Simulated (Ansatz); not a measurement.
# Calculated O-17 nuclear quadrupole resonance for SiO2 at a changed volume

Cell: a computed structure from the Materials Project (it need not be an observed phase), relaxed with PBE at fixed cell and then changed (volume scaled by 0.99, ions relaxed).

```cif
data_structure
_symmetry_space_group_name_H-M 'P 1'
_symmetry_Int_Tables_number 1
_cell_length_a 7.6965
_cell_length_b 7.6965
_cell_length_c 7.6965
_cell_angle_alpha 109.471
_cell_angle_beta 109.471
_cell_angle_gamma 109.471
_cell_volume 350.96
loop_
_atom_site_label
_atom_site_type_symbol
_atom_site_fract_x
_atom_site_fract_y
_atom_site_fract_z
_atom_site_occupancy
Si1 Si 0.50000 0.75000 0.25000 1
Si2 Si 0.75000 0.50000 0.25000 1
Si3 Si 0.25000 0.75000 0.50000 1
Si4 Si 0.25000 0.50000 0.75000 1
Si5 Si 0.50000 0.25000 0.75000 1
Si6 Si 0.75000 0.25000 0.50000 1
O7 O 0.68133 0.38836 0.00000 1
O8 O 0.29297 0.61164 0.61164 1
O9 O 0.68133 0.00000 0.38836 1
O10 O 0.38836 0.68133 0.00000 1
O11 O 0.00000 0.68133 0.38836 1
O12 O 0.61164 0.29297 0.61164 1
O13 O 0.61164 0.61164 0.29297 1
O14 O 0.00000 0.38836 0.68133 1
O15 O 0.38836 0.00000 0.68133 1
O16 O 0.31867 0.31867 0.70703 1
O17 O 0.70703 0.31867 0.31867 1
O18 O 0.31867 0.70703 0.31867 1
```

Atoms are numbered from 1 in the order listed; like atoms form one site, named after its first atom.

Level of theory: DFT, PBE, plane waves and PAW (field gradients read without the response of the frozen cores, which leaves them typically 4 to 6 % off), scalar-relativistic, 420 eV cutoff, Γ-centred 4×4×4 k-points, Fermi–Dirac smearing 0.02 eV (Ansatz 0.2.0).

O-17: I = 5/2, Q = -25.58 mb (year-2017 value). Static lattice, zero field.

**Question.** Predict the zero-field O-17 lines of each site.

**Answer.** For I = 5/2 and η = 0 the lines are 3|C_Q|/20 and twice that; η pulls their ratio below 2.

```
site                   atoms  V_zz (10²¹ V/m²)  C_Q (MHz)     η  line frequencies (MHz)
   O  7, 8, 9, 10, 11, 12, …             10.27      -6.35  0.14             0.972, 1.90
```

At O V_zz runs parallel to the line that joins its two neighbours (within 1°).
